A hexagonal nickel crystal can be squeezed evenly, squeezed only within its close-packed layers, or left at its volume while the layers slide. The table starts from one two-atom cell and applies each of these changes. Here $P$ is the pressure, $s_{xx}$ and $s_{zz}$ are the stresses in the layers and along the hexagonal axis $c$, and $s_{xy}$ is the shear stress. All are positive in compression. $M$ is the magnetic moment of the two-atom cell, and $V_{zz}$ is the electric field gradient at the nucleus, which measures how far the surrounding charge departs from cubic symmetry.

Hexagonal Ni (P6_3/mmc, 2 atoms, base cell from the Materials Project at 10.57 Å³/atom) was computed with Ansatz 0.2.0 in spin-polarised, scalar-relativistic LDA, with default frozen-core PAW datasets, a 420 eV cutoff, a 15 × 15 × 8 k mesh and 0.08 eV Fermi-Dirac smearing. Spins start parallel. Compression is positive, and Vzz is the principal field gradient of largest magnitude.

| change from the base run | pressure (GPa) | stress xx (GPa) | stress zz (GPa) | stress xy (GPa) | cell moment (muB) | Vzz at Ni (1e21 V/m^2) |
| --- | --- | --- | --- | --- | --- | --- |
| base | -10.69 | -9.55 | -12.99 | 0.00 | 1.25 | -0.31 |
| volume scaled by 0.9405 | 3.54 | 4.99 | 0.62 | 0.00 | 1.22 | -0.30 |
| volume scaled by 0.97 | -4.16 | -2.87 | -6.75 | 0.00 | 1.24 | -0.30 |
| volume scaled by 1.03 | -16.12 | -15.10 | -18.14 | 0.00 | 1.27 | -0.29 |
| volume scaled by 1.06 | -20.62 | -19.72 | -22.41 | 0.00 | 1.28 | -0.29 |
| atom 1 (Ni) moved by 0.20 angstrom | -10.07 | -11.47 | -10.87 | -1.78 | 1.24 | 0.52 |
| x and y stretched by -1.5 %, z held | -4.05 | -1.37 | -9.41 | 0.00 | 1.24 | -0.40 |
| x and y stretched by -4 %, z held | 10.09 | 16.34 | -2.41 | 0.00 | 1.20 | -0.59 |

**(a) One cell has its volume scaled by 0.97. In another, x and y are "stretched by -1.5 %", which is a compression, and z is held. Why do the two have nearly the same pressure and moment?**

*Solution.* The two cells have the same volume, since $0.985^2 = 0.970$. They differ in shape: $c/a$, the height of the cell over its edge, is 1.664 in the first and 1.689 in the second. Comparing them therefore shows the effect of shape alone.

The stresses do notice the shape. From the first cell to the second, $s_{xx}$ rises by 1.50 GPa and $s_{zz}$ falls by 2.66 GPa. The pressure is the mean of the three normal stresses, and in the mean these changes nearly cancel:

$$\Delta P = \frac{2(1.50) - 2.66}{3} \approx 0.11\ \text{GPa}.$$

Hexagonal symmetry does not demand this cancellation. It occurs because this crystal resists an even squeeze about equally along $c$ and within the layers: from the base to the first cell, $s_{xx}$ rises by 6.68 GPa and $s_{zz}$ by 6.24 GPa. The elastic energy links the two responses. If a change of volume hardly alters the difference between the stresses, a small change of shape hardly alters their mean. What is left for the pressure to follow is the volume.

A finite-strain equation of state, fitted to the base cell and the four scaled cells, puts this to the test; its results are in the output printed after the text. It gives a bulk modulus of about 198 GPa at the base volume. For the cell compressed by 4 % in the layers, which took no part in the fit, it predicts 9.3 GPa where the calculation has 10.1 GPa. That cell is both strongly distorted and smaller than any fitted one, so the difference mixes shape with extrapolation.

The base cell itself is under tension and would have to shrink to about 0.954 of its volume to reach zero pressure. This is the direction expected of LDA, which binds metals too tightly, in a cell taken from a database and not relaxed with LDA. How much the PAW files made for another functional contribute is untested.

The moment follows the volume too, but weakly: it falls from 1.28 to 1.22 $\mu_B$ between the largest and the smallest uniformly scaled cell. Where band edges were examined in these runs, ten majority-spin valence bands lie wholly below the Fermi level, so the majority d states are almost full. The moment then depends mainly on how many minority d states are empty. In the standard picture, compression raises the broad s and p states on average relative to the d states, and electrons move over and fill some of these holes. This transfer was not examined here. A modest change of shape at fixed volume hardly alters that balance.

**(b) The same two cells differ clearly in stress anisotropy and in field gradient. Why, and how well does a straight line through this pair account for the field gradient of the cell compressed by 4 % in the layers?**

*Solution.* Each atom has six neighbours in its own layer and six on slanted bonds to the layers above and below. Uniform scaling shortens all these bonds by the same fraction, so the stresses rise almost together. Compression within the layers shortens the in-layer bonds fully and the slanted ones partly. From the base cell to the -1.5 % cell, $s_{xx}$ therefore rises by 8.2 GPa, and $s_{zz}$ still rises by 3.6 GPa although the height is held. In this picture of bonds, the slanted ones carry part of the load to the next layer.

The base cell already has $s_{xx} - s_{zz} = 3.44$ GPa, which means that it is too tall for its width. The matched pair of part (a) shows that a 1.5 % change of $c/a$ shifts this difference by 4.16 GPa. Removing 3.44 GPa then takes a reduction of about 1.25 %, to $c/a \approx 1.664 \times 0.9875 = 1.643$. This is an extrapolation towards flatter cells than any computed, but it lands close to 1.633, the ratio for touching spheres. Uniform scaling keeps the wrong shape while the bonds stiffen, which is the likely reason why the anisotropy grows from 2.69 GPa in the largest scaled cell to 4.37 GPa in the smallest.

The field gradient responds to the directions and distances of the neighbours. A neighbour at distance $d$ whose bond makes an angle $\theta$ with $c$ enters with the weight $(3\cos^2\theta - 1)/d^3$. The angular factor is $-1$ for a neighbour in the layer and $+1$ for a slanted one at the touching-sphere ratio, so the two groups of six cancel there. At a larger $c/a$ the slanted bonds are steeper, but they are also longer than those in the layer, and the length counts for more. The neighbours in the layer then win, which for positive ions gives the negative sign seen in the table. This count of bare ions shows how the shape enters, but not how large the gradient is. In metals most of it usually comes from the valence charge close to the nucleus, which the surroundings pull out of round. That share was not separated here, so the matching sign does not prove the ion picture. Uniform scaling keeps every angle and every ratio of distances, and the five uniformly scaled cells, base included, stay between -0.29 and -0.31 in the table's units of $10^{21}$ V/m². Unrounded values, at hand for the cells scaled by 1.03, 0.97 and 0.9405, show that the gradient grows by only about 3 % from the largest of these cells to the smallest. Bare ions of fixed charge would give nearly 10 %, because of the factor $1/d^3$, so they cannot be the whole story. The base cell lies off this sequence by at least as much as that whole growth, for a reason not identified here.

The estimate follows from the matched pair, where $V_{zz}$ goes from -0.30 to -0.40. Relative to the base, $c/a$ grows by $1/0.985 - 1 = 1.52$ % in the -1.5 % cell and by $1/0.96 - 1 = 4.17$ % in the -4 % cell, which is 2.74 times as much. If the response is linear,

$$V_{zz} \approx -0.30 - 2.74 \times 0.10 = -0.57.$$

The calculation gives -0.59 for this cell, which was not used in the estimate.

The same line, followed back to the touching-sphere ratio, leaves about -0.18 and not zero. Symmetry allows this. The nearest neighbours cancel at that ratio, but the hexagonal stacking of the layers still gives the atom a preferred axis, to which the valence charge can respond. A gradient simply proportional to the departure from touching spheres would have reached about -1.0 in the -4 % cell.

**(c) When atom 1 is moved by 0.20 Å, a shear stress appears and the field gradient turns positive, while pressure and moment change little. Why?**

*Solution.* The cell repeats, so moving atom 1 moves its whole layer. Every second close-packed layer slides over its neighbours by 0.20 Å. Distances within the layers stay as they were, and only the slanted bonds change: some shorten and others lengthen. The three bond directions, equivalent before, no longer are, and the layer plane acquires a preferred direction.

For a small slide, symmetry fixes the form of the response to first order. Let $u_x$ and $u_y$ be the components of the slide, with x along a close-packed row. Reflecting x reverses $u_x$ and $s_{xy}$ but leaves $u_y$ and $s_{xx} - s_{yy}$ alone, and the threefold axis ties the two couplings to one constant $k$:

$$s_{xy} = k\,u_x, \qquad \tfrac{1}{2}(s_{xx} - s_{yy}) = k\,u_y.$$

The slide has equal x and y components, so the two stresses should be equal. The same run gives $s_{yy} = -7.86$ GPa. Half the difference from $s_{xx} = -11.47$ GPa is -1.80 GPa, against a shear stress of -1.78 GPa.

Pressure, moment and $s_{zz}$ behave differently. Each has the same value for three slides of equal length turned by 120° from one another. Those three slides add up to zero, so a term proportional to the slide must vanish, and the change starts with the square of the slide. For $s_{zz}$ the square is already noticeable: it rises by 2.12 GPa, while the mean stress in the layers changes by only about 0.1 GPa. The likely reason is that shortened bonds push harder than lengthened ones relax, so that sliding layers tend to ride up on each other.

The positive field gradient need not mean that the gradient along $c$ has reversed. The table lists the largest of three principal components, and the three add up to zero. In the base cell they are -0.31 along $c$ and about +0.16 in each direction within the layer. The slide splits the equal pair, just as it splits $s_{xx}$ and $s_{yy}$. If the component along $c$ stayed at -0.31, a value of +0.52 within the layer would leave -0.21 for the third, and the largest component would have changed its axis. This reading fits the symmetry argument, but the direction of the +0.52 component has not been checked.

Output of the analysis:

```
Volume and shape of each cell:
                                  row  relative volume    c/a  s_xx minus s_zz (GPa)  moment from volume alone (muB)
                                 base                1  1.664                   3.44                            1.25
              volume scaled by 0.9405           0.9405  1.664                   4.37                            1.22
                volume scaled by 0.97             0.97  1.664                   3.88                           1.235
                volume scaled by 1.03             1.03  1.664                   3.04                           1.265
                volume scaled by 1.06             1.06  1.664                   2.69                            1.28
   atom 1 (Ni) moved by 0.20 angstrom                1  1.664                   -0.6                            1.25
  x and y stretched by -1.5 %, z held           0.9702  1.689                   8.04                           1.235
    x and y stretched by -4 %, z held           0.9216  1.733                  18.75                            1.21
fit of P on 5 rows ((inpl == 1) & (s_xy == 0)): coefficient of w0 -10.69 +/- 0.0027, coefficient of w1 647.8 +/- 0.13, coefficient of w2 841.7 +/- 11; rms 0.0025, worst volume scaled by 1.03 0.00381, leave-one-out rms 0.0104
  rows outside the fit (model, value, miss): atom 1 (Ni) moved by 0.20 angstrom -10.69, -10.07, -0.62; x and y stretched by -1.5 %, z held -4.217, -4.05, -0.167; x and y stretched by -4 %, z held 9.265, 10.09, -0.825
Bulk modulus at the base volume (GPa): 198.1
Bulk modulus at volume 0.9405 over that at 1.06: 1.855
Stress anisotropy at volume 0.9405 over that at 1.06: 1.625
Relative volume of zero pressure by linear interpolation: 0.9541
Pressure of the -1.5 % row less that of the 0.97 row (GPa): 0.11
Stress anisotropy of the -1.5 % row less that of the 0.97 row (GPa): 4.16
Vzz of the -1.5 % row less that of the 0.97 row (1e21 V/m^2): -0.1
Estimated c/a without stress anisotropy at base volume: 1.643
Rise of s_xx from base to the -1.5 % row (GPa): 8.18
Rise of s_zz from base to the -1.5 % row (GPa): 3.58
Linear forecast of the rise of s_xx at -4 % (GPa): 22.09
Computed rise of s_xx at -4 % (GPa): 25.89
Vzz at -4 % forecast linearly from the matched pair (1e21 V/m^2): -0.5736
Vzz at -4 % if proportional to c/a less ideal (1e21 V/m^2): -1.007
Vzz extrapolated to ideal c/a (1e21 V/m^2): -0.1784
Half of s_xx minus s_yy in the moved row (GPa): -1.803
Change of the mean in-plane stress in the moved row (GPa): -0.1166
Change of s_zz in the moved row (GPa): 2.12
Third gradient component in the moved row if that along c stays at base (1e21 V/m^2): -0.21
```
